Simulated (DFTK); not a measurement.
# Rh (Fm-3m) in DFTK: equation of state

Aim: energy against volume of Rh in PBEsol, for its equilibrium volume and stiffness.

Everything below comes from runs of DFTK 0.8.2. Logs are shortened: lines on timing, memory, paths and dates and some standing lists are left out, and cuts for length are marked.

**Measured values to compare with.**

“Thermal equation of state of rhodium characterized by XRD in a resistively heated diamond anvil cell”, 2024, pmc:11535440 quotes, for a bulk crystal of Rh: bulk modulus 264 ± 1 GPa.

The results are compared with them further down.

## 1. The crystal as given

Symmetry: Fm-3m, No. 225, cubic system. Conventional cell: a = 3.796 Å, b = 3.796 Å, c = 3.796 Å, α = 90.00°, β = 90.00°, γ = 90.00°. Rh (site symmetry m-3m) is surrounded by 12 Rh at 2.68 Å.

## 2. Equation of state, PBEsol

run.jl reads:

```julia
using DFTK
using PseudoPotentialData
using Unitful, UnitfulAtomic
using LinearAlgebra, Printf
include("save.jl")
disable_threading()

# lattice vectors are the columns
lattice = austrip(1u"Å") * [           0.0        1.89785        1.89785;
                  1.89785            0.0        1.89785;
                  1.89785        1.89785            0.0]
symbols   = [:Rh]
positions = [[0.0, 0.0, 0.0]]
pseudopotentials = PseudoFamily("dojo.nc.sr.pbesol.v0_4_1.standard.upf")
elements = Dict(s => ElementPsp(s, pseudopotentials) for s in unique(symbols))
atoms    = [elements[s] for s in symbols]

build_model(lattice, positions; symmetries=true) =
    model_DFT(lattice, atoms, positions;
              functionals=PBEsol(),
              temperature=austrip(0.05u"eV"),
              smearing=Smearing.FermiDirac(),
              symmetries)
Ecut  = 44.0  # hartree
kgrid = [12, 12, 12]
tol   = 1e-6
to_GPa = ustrip(uconvert(u"GPa", 1u"hartree/bohr^3"))

results["points"] = []
for scale in [0.94, 0.96, 0.98, 1.0, 1.02, 1.04, 1.06]
    println("\n=== scale = ", scale)
    model = build_model(cbrt(scale) * lattice, positions)
    basis = PlaneWaveBasis(model; Ecut, kgrid)
    t0 = time()
    scfres = self_consistent_field(basis;
                                   tol,
                                   nbandsalg=AdaptiveBands(model; n_bands_converge=13))
    seconds = time() - t0
    @printf "SCF: %d iterations, %.1f s\n" scfres.n_iter seconds
    forces = compute_forces_cart(scfres)
    stress = compute_stresses_cart(scfres)
    @printf "V = %.5f Å^3  F = %.8f Ha  max force = %.5f eV/Å  p = %.4f GPa\n" ustrip(auconvert(u"Å^3", model.unit_cell_volume)) scfres.energies.total ustrip(auconvert(u"eV/Å", maximum(norm, forces))) (-tr(stress) / 3 * to_GPa)
    push!(results["points"], save_scf!(scfres; forces, stress, d=Dict{String,Any}("seconds" => seconds, "n_matvec" => get(scfres, :n_matvec, 0))))
end

# third-order Birch-Murnaghan fit in x = V^(-2/3)
V = [0.94, 0.96, 0.98, 1.0, 1.02, 1.04, 1.06] * abs(det(lattice))
E = [p["total"] for p in results["points"]]
x = V .^ (-2 / 3)
c = [x .^ 0 x x .^ 2 x .^ 3] \ E
Δ = c[3]^2 - 3c[2] * c[4]
if Δ > 0
    x0 = (-c[3] + sqrt(Δ)) / 3c[4]
    B0 = 4 / 9 * x0^(7 / 2) * (2c[3] + 6c[4] * x0)
    @printf "V0 = %.4f Å^3  B0 = %.2f GPa\n" ustrip(auconvert(u"Å^3", x0^(-3 / 2))) B0 * to_GPa
end
```

Potentials or basis: dojo.nc.sr.pbesol.v0_4_1.standard.upf (PBEsol).

Command:

```sh
$ julia --threads=1 run.jl  # save.jl only writes the numbers to a file and isn't shown; printed stress counts tension as positive; times include loading and compiling
```

The program printed:

```text
=== scale = 0.94
n     Energy            log10(ΔE)   log10(Δρ)   Diag   Δtime
---   ---------------   ---------   ---------   ----   ------
  1   -117.1802226220                   -0.72    4.4    3.46s
  2   -117.2092096735       -1.54       -1.12    1.1    1.85s
  3   -117.2146850722       -2.26       -1.72    2.4    1.44s
  4   -117.2148249928       -3.85       -2.34    1.0    1.61s
  5   -117.2148357821       -4.97       -2.69    2.1    1.92s
  6   -117.2148368064       -5.99       -3.23    1.2    1.64s
  7   -117.2148370712       -6.58       -3.68    2.1    1.32s
  8   -117.2148370864       -7.82       -4.32    1.4    1.66s
  9   -117.2148370881       -8.75       -4.90    2.1    1.90s
 10   -117.2148370882       -9.92       -5.49    1.9    1.83s
[... 64 further cycles ...]
  3   -117.2137334407       -2.13       -1.65    2.4    3.31s
  4   -117.2139858120       -3.60       -2.23    1.0    2.56s
  5   -117.2140023210       -4.78       -2.54    2.1    2.41s
  6   -117.2140049763       -5.58       -3.11    1.4    2.73s
  7   -117.2140054108       -6.36       -3.46    1.9    3.01s
  8   -117.2140054564       -7.34       -4.05    1.5    2.82s
  9   -117.2140054625       -8.22       -4.71    1.9    3.02s
 10   -117.2140054628       -9.53       -5.29    2.0    3.05s
 11   -117.2140054628      -10.92       -5.79    1.9    2.97s
 12   -117.2140054628      -11.67       -6.66    2.0    2.40s
SCF: 12 iterations, 36.1 s
V = 14.49177 Å^3  F = -117.21400546 Ha  max force = 0.00000 eV/Å  p = -17.3864 GPa
V0 = 13.5175 Å^3  B0 = 296.54 GPa
```

It took 6.1 min on 1 thread of Intel Xeon 6975P-C (Granite Rapids), shared host; peak memory 1.7 GiB.

Results:

| Quantity | Value |
| --- | --- |
| Equilibrium volume | 13.52 Å³/atom |
| Bulk modulus | 297 GPa |
| Pressure derivative of the bulk modulus | 5.1 |

Energy against volume, from the lowest point:
```
volume (Å³/atom)  energy (meV/atom)
          12.851              32.72
          13.125              10.23
          13.398               0.00
          13.671               0.59
          13.945              10.74
          14.218              29.32
          14.492              55.35
```

## 3. Single point, PBEsol, 12.85 Å³/atom (volume scaled by 0.94)

run.jl is that of step 2.

Potentials or basis: dojo.nc.sr.pbesol.v0_4_1.standard.upf (PBEsol).

Command:

```sh
$ julia --threads=1 run.jl  # one pass of the loop, scale = 0.94; save.jl only writes the numbers to a file and isn't shown; printed stress counts tension as positive; times include loading and compiling
```

It took 22 s on 1 thread of Intel Xeon 6975P-C (Granite Rapids), shared host.

The run converged. Its results:

| Property | Result |
| --- | --- |
| Free energy | -3189.5782 eV |
| Pressure | 16.9 GPa |
| Band gap on the k mesh | none (metal or under the smearing width) |

## 4. Single point, PBEsol, 13.12 Å³/atom (volume scaled by 0.96)

run.jl is that of step 3.

Command:

```sh
$ julia --threads=1 run.jl  # one pass of the loop, scale = 0.96; save.jl only writes the numbers to a file and isn't shown; printed stress counts tension as positive; times include loading and compiling
```

Run time: 22 s. Hardware: 1 thread of Intel Xeon 6975P-C (Granite Rapids), shared host.

The run converged. Its results:

```
Free energy            : -3189.6007 eV
Pressure               : 9.3 GPa
Band gap on the k mesh : none (metal or under the smearing width)
```

## 5. Single point, PBEsol, 13.40 Å³/atom (volume scaled by 0.98)

run.jl is that of step 4.

Command:

```sh
$ julia --threads=1 run.jl  # one pass of the loop, scale = 0.98; save.jl only writes the numbers to a file and isn't shown; printed stress counts tension as positive; times include loading and compiling
```

Wall time 34 s (1 thread of Intel Xeon 6975P-C (Granite Rapids), shared host).

Results (log left out):

```yaml
Free_energy: -3189.6109 eV
Pressure: 2.6 GPa
Band_gap_on_the_k_mesh: none (metal or under the smearing width)
```

## 6. Single point, PBEsol, 13.67 Å³/atom

run.jl is that of step 5.

Potentials or basis: dojo.nc.sr.pbesol.v0_4_1.standard.upf (PBEsol).

Command:

```sh
$ julia --threads=1 run.jl  # one pass of the loop, scale = 1.0; save.jl only writes the numbers to a file and isn't shown; printed stress counts tension as positive; times include loading and compiling
```

Run time: 35 s. Hardware: 1 thread of Intel Xeon 6975P-C (Granite Rapids), shared host.

Results:

- Free energy: -3189.6103 eV
- Pressure: -3.4 GPa
- Band gap on the k mesh: none (metal or under the smearing width)

## 7. Single point, PBEsol, 13.94 Å³/atom (volume scaled by 1.02)

run.jl is that of step 6.

Command:

```sh
$ julia --threads=1 run.jl  # one pass of the loop, scale = 1.02; save.jl only writes the numbers to a file and isn't shown; printed stress counts tension as positive; times include loading and compiling
```

Run time: 36 s. Hardware: 1 thread of Intel Xeon 6975P-C (Granite Rapids), shared host.

It converged, with:

```
Free energy            : -3189.6002 eV
Pressure               : -8.7 GPa
Band gap on the k mesh : none (metal or under the smearing width)
```

## 8. Single point, PBEsol, 14.22 Å³/atom (volume scaled by 1.04)

run.jl is that of step 7.

Command:

```sh
$ julia --threads=1 run.jl  # one pass of the loop, scale = 1.04; save.jl only writes the numbers to a file and isn't shown; printed stress counts tension as positive; times include loading and compiling
```

It took 37 s on 1 thread of Intel Xeon 6975P-C (Granite Rapids), shared host.

The run converged. Its results:

- Free energy: -3189.5816 eV
- Pressure: -13.3 GPa
- Band gap on the k mesh: none (metal or under the smearing width)

## 9. Single point, PBEsol, 14.49 Å³/atom (volume scaled by 1.06)

run.jl is that of step 8.

Potentials or basis: dojo.nc.sr.pbesol.v0_4_1.standard.upf (PBEsol).

Command:

```sh
$ julia --threads=1 run.jl  # one pass of the loop, scale = 1.06; save.jl only writes the numbers to a file and isn't shown; printed stress counts tension as positive; times include loading and compiling
```

It took 36 s on 1 thread of Intel Xeon 6975P-C (Granite Rapids), shared host.

The run converged. Its results:

- Free energy: -3189.5556 eV
- Pressure: -17.4 GPa
- Band gap on the k mesh: none (metal or under the smearing width)

## 10. Against experiment

Step 2. A measured bulk modulus of Rh is 264 GPa (quoted in “Thermal equation of state of rhodium characterized by XRD in a resistively heated diamond anvil cell”, 2024, pmc:11535440); the calculated 297 GPa misses it by +12.3 %. The fit is for a static lattice scaled at fixed shape and fixed fractional positions.
